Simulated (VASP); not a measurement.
# ZrN (Fm-3m) in VASP: further runs

One crystal, ZrN, is run at these levels: r2SCAN; tasks: band structure, optical spectrum.

All numbers are computed with VASP 6.6.1; they aren't measurements. Logs are shortened: lines on timing, memory, paths and dates and some standing lists are left out, and cuts for length are marked.

## Step 1: The structure

The structure is cubic, space group Fm-3m (No. 225). The conventional cell has a = 4.587 Å, b = 4.587 Å, c = 4.587 Å, α = 90.00°, β = 90.00°, γ = 90.00°. Zr (site symmetry m-3m) has 6 N at 2.29 Å as nearest neighbours. Around N (site symmetry m-3m) lie 6 Zr at 2.29 Å.

## Step 2: Band structure, r2SCAN

The input, INCAR:

```
SYSTEM = ZrN
PREC = Accurate
ENCUT = 520
EDIFF = 1E-7
ISMEAR = 0
SIGMA = 0.02
LREAL = .FALSE.
LASPH = .TRUE.
NELM = 100
ALGO = Normal
ISIF = 2
LWAVE = .FALSE.
LCHARG = .FALSE.
LMAXMIX = 4
METAGGA = R2SCAN
LMIXTAU = .TRUE.
NBANDS = 16
```

The input, KPOINTS:

```
regular mesh
0
G
  12 12 12
  0 0 0
```

The input, POSCAR:

```
ZrN                                     
1.0
    0.0000000000      2.2936431104      2.2936431104
    2.2936431104      0.0000000000      2.2936431104
    2.2936431104      2.2936431104      0.0000000000
  Zr              N             
     1     1
Direct
     0.5000000000000000    0.5000000000000000    0.5000000000000000
     0.0000000000000000    0.0000000000000000    0.0000000000000000
```

The input, KPOINTS_OPT:

```
path GXWKGLUWLK,UX
10
line-mode
reciprocal
 0.0000000000  0.0000000000  0.0000000000  G
 0.5000000000  0.0000000000  0.5000000000  X

 0.5000000000  0.0000000000  0.5000000000  X
 0.5000000000  0.2500000000  0.7500000000  W

 0.5000000000  0.2500000000  0.7500000000  W
 0.3750000000  0.3750000000  0.7500000000  K

 0.3750000000  0.3750000000  0.7500000000  K
 0.0000000000  0.0000000000  0.0000000000  G

 0.0000000000  0.0000000000  0.0000000000  G
 0.5000000000  0.5000000000  0.5000000000  L

 0.5000000000  0.5000000000  0.5000000000  L
 0.6250000000  0.2500000000  0.6250000000  U

 0.6250000000  0.2500000000  0.6250000000  U
 0.5000000000  0.2500000000  0.7500000000  W

 0.5000000000  0.2500000000  0.7500000000  W
 0.5000000000  0.5000000000  0.5000000000  L

 0.5000000000  0.5000000000  0.5000000000  L
 0.3750000000  0.3750000000  0.7500000000  K

 0.6250000000  0.2500000000  0.6250000000  U
 0.5000000000  0.0000000000  0.5000000000  X
```

Potentials or basis: VASP PAW PBE potentials, release 64 (Zr_sv, N).

Command:

```console
$ cat potpaw_PBE.64/Zr_sv/POTCAR potpaw_PBE.64/N/POTCAR > POTCAR
$ mpirun -np 1 vasp_std > vasp.out
```

OUTCAR:

```text
SYSTEM = ZrN
   PREC = Accurate
   ENCUT = 520
   EDIFF = 1E-7
   ISMEAR = 0
   LREAL = .FALSE.
   LASPH = .TRUE.
   NELM = 100
   ISIF = 2
   METAGGA = R2SCAN

 ion  position               nearest neighbor table
   1  0.500  0.500  0.500-   2 2.29   2 2.29   2 2.29   2 2.29   2 2.29   2 2.29
   2  0.000  0.000  0.000-   1 2.29   1 2.29   1 2.29   1 2.29   1 2.29   1 2.29

  LATTYP: Found a face centered cubic cell.
 ALAT       =     4.5872862208

  Lattice vectors:

 A1 = (   0.0000000000,   2.2936431104,   2.2936431104)
 A2 = (   2.2936431104,   0.0000000000,   2.2936431104)
 A3 = (   2.2936431104,   2.2936431104,   0.0000000000)

Analysis of symmetry for initial positions (statically):
=====================================================================
 Subroutine PRICEL returns:
 Original cell was already a primitive cell.

 Routine SETGRP: Setting up the symmetry group for a
 face centered cubic supercell.

 Subroutine GETGRP returns: Found 48 space group operations
 (whereof 48 operations were pure point group operations)
 out of a pool of 48 trial point group operations.

The static configuration has the point symmetry O_h .

Analysis of symmetry for dynamics (positions and initial velocities):
=====================================================================
 Subroutine PRICEL returns:
 Original cell was already a primitive cell.

 Routine SETGRP: Setting up the symmetry group for a
 face centered cubic supercell.

 Subroutine GETGRP returns: Found 48 space group operations
 (whereof 48 operations were pure point group operations)
 out of a pool of 48 trial point group operations.

The dynamic configuration has the point symmetry O_h .

 Subroutine INISYM returns: Found 48 space group operations
 (whereof 48 operations are pure point group operations),
 and found     1 'primitive' translations

----------------------------------------------------------------------------------------

                                     Primitive cell

  volume of cell :      24.1328

  direct lattice vectors                    reciprocal lattice vectors
     0.000000000  2.293643110  2.293643110    -0.217993810  0.217993810  0.217993810
     2.293643110  0.000000000  2.293643110     0.217993810 -0.217993810  0.217993810
     2.293643110  2.293643110  0.000000000     0.217993810  0.217993810 -0.217993810

  length of vectors
     3.243701194  3.243701194  3.243701194     0.377576354  0.377576354  0.377576354

  position of ions in fractional coordinates (direct lattice)
     0.500000000  0.500000000  0.500000000
     0.000000000  0.000000000  0.000000000

  ion indices of the primitive-cell ions
   primitive index   ion index
                 1           1
                 2           2

----------------------------------------------------------------------------------------

 KPOINTS: regular mesh

Automatic generation of k-mesh.
 Grid dimensions read from file:
 generate k-points for:   12   12   12

 Generating k-lattice:

  Cartesian coordinates                     Fractional coordinates (reciprocal lattice)
    -0.018166151  0.018166151  0.018166151     0.083333333  0.000000000  0.000000000
     0.018166151 -0.018166151  0.018166151     0.000000000  0.083333333  0.000000000
     0.018166151  0.018166151 -0.018166151     0.000000000  0.000000000  0.083333333

  Length of vectors
     0.031464696  0.031464696  0.031464696

  Shift w.r.t. Gamma in fractional coordinates (k-lattice)
     0.000000000  0.000000000  0.000000000

 Subroutine IBZKPT returns following result:
 ===========================================

 Found     72 irreducible k-points:

 Following reciprocal coordinates:
            Coordinates               Weight
  0.000000  0.000000  0.000000      1.000000
  0.083333  0.000000  0.000000      8.000000
  0.166667  0.000000  0.000000      8.000000
  0.250000  0.000000  0.000000      8.000000
  0.333333  0.000000  0.000000      8.000000
  0.416667  0.000000  0.000000      8.000000
[... 16 lines left out ...]
  0.500000  0.166667  0.000000     24.000000
 -0.416667  0.166667  0.000000     24.000000
 [... further k-points ...]
   k-points           NKPTS =     72   k-points in BZ     NKDIM =     72   number of bands    NBANDS=     16
   number of dos      NEDOS =    301   number of ions     NIONS =      2
   total plane-waves  NPLWV =  13824
   dimension x,y,z NGX =    24 NGY =   24 NGZ =   24
   dimension x,y,z NGXF=    48 NGYF=   48 NGZF=   48
   ions per type =               1   1
   NGX,Y,Z   is equivalent  to a cutoff of  12.30, 12.30, 12.30 a.u.
   NGXF,Y,Z  is equivalent  to a cutoff of  24.60, 24.60, 24.60 a.u.
 SYSTEM =  ZrN
   PREC   = accura    normal or accurate (medium, high low for compatibility)
   ISTART =      0    job   : 0-new  1-cont  2-samecut
   ICHARG =      2    charge: 1-file 2-atom 10-const
   ISPIN  =      1    spin polarized calculation?
   LNONCOLLINEAR =      F non collinear calculations
   LSORBIT =      F    spin-orbit coupling
   LASPH  =      T    aspherical Exc in radial PAW
   ENCUT  =  520.0 eV  38.22 Ry    6.18 a.u.   6.03  6.03  6.03*2*pi/ulx,y,z
   NELM   =    100;   NELMIN=  2; NELMDL= -5     # of ELM steps
   EDIFF  = 0.1E-06   stopping-criterion for ELM
   LREAL  =      F    real-space projection
   EDIFFG = 0.1E-05   stopping-criterion for IOM
   NSW    =      0    number of steps for IOM
   IBRION =     -1    ionic relax: 0-MD 1-quasi-New 2-CG
   NFREE  =      0    steps in history (QN), initial steepest desc. (CG)
   ISIF   =      2    stress and relaxation
   ISYM   =      2    0-nonsym 1-usesym 2-fastsym
   POTIM  = 0.5000    time-step for ionic-motion
   TEBEG  =    0.0;   TEEND  =   0.0 temperature during run
   PSTRESS=    0.0 pullay stress
   NELECT =      17.0000    total number of electrons
   NUPDOWN=      -1.0000    fix difference up-down
   EMIN   =  10.00;   EMAX   =-10.00  energy-range for DOS
   EFERMI =   0.00;   METHOD = LEGACY
   ISMEAR =     0;   SIGMA  =   0.02  broadening in eV -4-tet -1-fermi 0-gaus
   EFERMI_NEDOS =   21; number of points for ismear=-14 and -15
   IALGO  =     38    algorithm
   IMIX   =      4    mixing-type and parameters
     AMIX     =   0.40;   BMIX     =  1.00
     AMIX_MAG =   1.60;   BMIX_MAG =  1.00
  volume/ion in A,a.u.               =      12.07        81.43
  Fermi-wavevector in a.u.,A,eV,Ry     =   1.456650  2.752670 28.869250  2.121830
  Thomas-Fermi vector in A             =   2.573544
   LORBIT       =      0    0 simple, 1 ext, 2 COOP (PROOUT), +10 PAW based schemes
   METAGGA = R2SCAN    functional components
   LHFCALC =     F    Hartree Fock is set to
   AEXX    =    0.0000 exact exchange contribution
   IVDW    =     0    specifies the selected vdW correction
   LEPSILON=     F    determine dielectric tensor
   LRPA    =     F    only Hartree local field effects (RPA)
 non-spin polarized calculation
 Gauss-broadening in eV      SIGMA  =   0.02
  energy-cutoff  :      520.00
  volume of cell :       24.13
 maximum number of plane-waves:       661
   NGX = 13   NGY = 13   NGZ = 13

 number of electron      16.9999998 magnetization

 Free energy of the ion-electron system (eV)
  ---------------------------------------------------
  ext. energy  EPLUGINS =         0.00000000
  ---------------------------------------------------
  free energy    TOTEN  =       -35.84660926 eV

  energy without entropy =      -35.84660926  energy(sigma->0) =      -35.84660926

 E-fermi :  12.1424     XC(G=0): -13.2947

 val. band max:       12.0605575655   @ k =  -0.0833   0.0833   0.0000
 cond. band min:      12.2258346823   @ k =  -0.1667   0.2500   0.0833
 fundamental gap:      0.1652771168
 Fermi energy:        12.1423843695

 k-point     1 :       0.0000    0.0000    0.0000
  band No.  band energies     occupation
      1     -39.3161      2.00000
      2     -16.2359      2.00000
      3     -16.2359      2.00000
      4     -16.2359      2.00000
      5      -5.2721      2.00000
      6       9.1321      2.00000
[... 8 lines left out ...]
     15      21.8186      0.00000
     16      35.1833      0.00000

 k-point     2 :       0.0833    0.0000    0.0000
  band No.  band energies     occupation
      1     -39.3065      2.00000
      2     -16.3254      2.00000
      3     -16.2420      2.00000
      4     -16.2420      2.00000
      5      -5.1295      2.00000
      6       8.5683      2.00000
[... 8 lines left out ...]
     15      22.2924      0.00000
     16      33.7505      0.00000

 k-point     3 :       0.1667    0.0000    0.0000
  band No.  band energies     occupation
      1     -39.2801      2.00000
      2     -16.5618      2.00000
      3     -16.2588      2.00000
      4     -16.2588      2.00000
      5      -4.7412      2.00000
      6       7.3968      2.00000
[... 8 lines left out ...]
     15      23.4954      0.00000
     16      31.6224      0.00000

 k-point     4 :       0.2500    0.0000    0.0000
  band No.  band energies     occupation
      1     -39.2437      2.00000
      2     -16.8675      2.00000
      3     -16.2815      2.00000
      4     -16.2815      2.00000
      5      -4.2071      2.00000
      6       6.1558      2.00000
[... 8 lines left out ...]
     15      24.6989      0.00000
     16      29.8800      0.00000
[... 324 lines left out ...]
 k-point    22 :       0.4167    0.1667    0.0000
  band No.  band energies     occupation
      1     -39.1777      2.00000
      2     -17.1630      2.00000
      3     -16.4386      2.00000
      4     -16.4050      2.00000
      5      -3.7643      2.00000
      6       5.1870      2.00000
[... 8 lines left out ...]
     15      25.0342      0.00000
     16      26.5896      0.00000

 k-point    23 :       0.5000    0.1667    0.0000
  band No.  band energies     occupation
      1     -39.1587      2.00000
      2     -17.2848      2.00000
      3     -16.4912      2.00000
      4     -16.3950      2.00000
      5      -3.5304      2.00000
      6       4.8819      2.00000
[... 8 lines left out ...]
     15      24.7131      0.00000
     16      25.9830      0.00000

 k-point    24 :      -0.4167    0.1667    0.0000
  band No.  band energies     occupation
      1     -39.1562      2.00000
      2     -17.2995      2.00000
      3     -16.5298      2.00000
      4     -16.3670      2.00000
      5      -3.4422      2.00000
      6       4.7219      2.00000
[... 8 lines left out ...]
     15      24.8031      0.00000
     16      25.4655      0.00000

 [... further k-points ...]

------------------------ aborting loop because EDIFF is reached ----------------------------------------

  FORCE on cell =-STRESS in cart. coord.  units (eV):
  Direction    XX          YY          ZZ          XY          YZ          ZX
  --------------------------------------------------------------------------------------
  -------------------------------------------------------------------------------------
  Total       -0.0024144     -0.0024144     -0.0024144      0.0000000      0.0000000      0.0000000
  in kB       -0.1602933     -0.1602933     -0.1602933      0.0000000      0.0000000      0.0000000
  external PRESSURE =      -0.1602933 kB  Pullay stress =       0.0000000 kB

 VOLUME and BASIS-vectors are now :
 -----------------------------------------------------------------------------
  energy-cutoff  :      520.00
  volume of cell :       24.13
      direct lattice vectors                 reciprocal lattice vectors
     0.000000000  2.293643110  2.293643110    -0.217993810  0.217993810  0.217993810
     2.293643110  0.000000000  2.293643110     0.217993810 -0.217993810  0.217993810
     2.293643110  2.293643110  0.000000000     0.217993810  0.217993810 -0.217993810

 POSITION                                       TOTAL-FORCE (eV/Angst)
 -----------------------------------------------------------------------------------
      2.29364      2.29364      2.29364         0.000000      0.000000      0.000000
      0.00000      0.00000      0.00000         0.000000      0.000000      0.000000
 -----------------------------------------------------------------------------------
    total drift:                                0.000000     -0.000000      0.000000

  FREE ENERGIE OF THE ION-ELECTRON SYSTEM (eV)
  ---------------------------------------------------
  free  energy   TOTEN  =       -35.8466092580 eV

  energy  without entropy=      -35.8466092580  energy(sigma->0) =      -35.84660926
```

Wall time 2.8 min (1 thread of AMD EPYC 9R14 (Zen 4), shared host); peak memory 0.15 GiB.

Results:

```
Free energy             : -35.8466 eV
Pressure                : 0.0 GPa
Band gap along the path : none (metal or under the smearing width)
```

Levels at the corners of the path, in eV from the Fermi level:
```tsv
point	band 7	band 8	band 9	band 10	band 11	band 12
Γ	-3.01	-3.01	-0.37	-0.37	-0.37	1.68
X	-3.52	-3.52	-3.51	3.47	4.60	4.60
X	-3.52	-3.52	-3.51	3.47	4.60	4.60
W	-5.09	-5.09	1.06	1.06	4.61	4.77
W	-5.09	-5.09	1.06	1.06	4.61	4.77
K	-5.12	-4.84	-0.72	3.52	3.75	5.34
K	-5.12	-4.84	-0.72	3.52	3.75	5.34
Γ	-3.01	-3.01	-0.37	-0.37	-0.37	1.68
Γ	-3.01	-3.01	-0.37	-0.37	-0.37	1.68
L	-6.10	-6.10	3.14	3.18	3.18	5.06
L	-6.10	-6.10	3.14	3.18	3.18	5.06
U	-5.12	-4.84	-0.72	3.52	3.75	5.34
U	-5.12	-4.84	-0.72	3.52	3.75	5.34
W	-5.09	-5.09	1.06	1.06	4.61	4.77
W	-5.09	-5.09	1.06	1.06	4.61	4.77
L	-6.10	-6.10	3.14	3.18	3.18	5.06
L	-6.10	-6.10	3.14	3.18	3.18	5.06
K	-5.12	-4.84	-0.72	3.52	3.75	5.34
U	-5.12	-4.84	-0.72	3.52	3.75	5.34
X	-3.52	-3.52	-3.51	3.47	4.60	4.60
```

Caveat: the PAW data sets were made with another functional, which shifts forces and pressure a little.

(Part 1 of 2 ends here.)
